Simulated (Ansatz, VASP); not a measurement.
**Sn in VASP and in Ansatz**

The input INCAR:

```
  PREC = Accurate
  ENCUT = 520
  EDIFF = 1E-7
  ISMEAR = -1
  SIGMA = 0.05
  LREAL = F
  LASPH = T
  NELM = 100
  ALGO = Normal
  ISIF = 2
  LWAVE = F
  LCHARG = F
  GGA = PE
  NBANDS = 13
```

KPOINTS

```
regular mesh
0
Gamma
  11 11 11
```

POSCAR

```
Sn
1.0
   -1.6912936206      1.7393011766      2.2906073406
    1.6912936206     -1.7393011766      2.2906073406
    1.6912936206      1.7393011766     -2.2906073406
Sn
1
Direct
    0.0000000000      0.0000000000      0.0000000000
```

File input.yaml:

```yaml
crystal:
  lattice:
    - [-1.6912936206, 1.7393011766, 2.2906073406]
    - [1.6912936206, -1.7393011766, 2.2906073406]
    - [1.6912936206, 1.7393011766, -2.2906073406]
  atoms:
    - { symbol: Sn, position: [0.0, 0.0, 0.0] }
hamiltonian:
  xc: pbe
  pseudopotentials: { kind: paw }
kpoints:
  mp_grid: { grid: [11, 11, 11] }
scf:
  occupations: { method: fermi_dirac, width: 0.05 }
output:
  forces: true
  stress: true
  eigenvalues: true
```

Change from the starting cell: volume scaled by 0.94.

Alike in both runs: task single point; functional PBE; k mesh 11 × 11 × 11; occupations fermi-dirac, width 0.05 eV; no spin polarisation.

|  | VASP | Ansatz |
| --- | --- | --- |
| version | VASP 6.6.1 | Ansatz 0.2.0 |
| potentials or method | VASP PAW PBE potentials, release 64 (Sn_d) | Ansatz PAW |
| plane-wave cutoff (eV) | 520 | 420 |
| valence electrons in the cell | 14 | 14 |

VASP gave:

- gap on the k mesh at the Fermi level (eV): none
- pressure (GPa): 2.0
- largest component of the traceless stress (GPa): 1.10

Question: Estimate Ansatz's values.

Answer: gap on the k mesh at the Fermi level (eV): none; pressure (GPa): 2.1; largest component of the traceless stress (GPa): 1.10.

A gap of «none» marks a metal or a gap that the smearing closes.
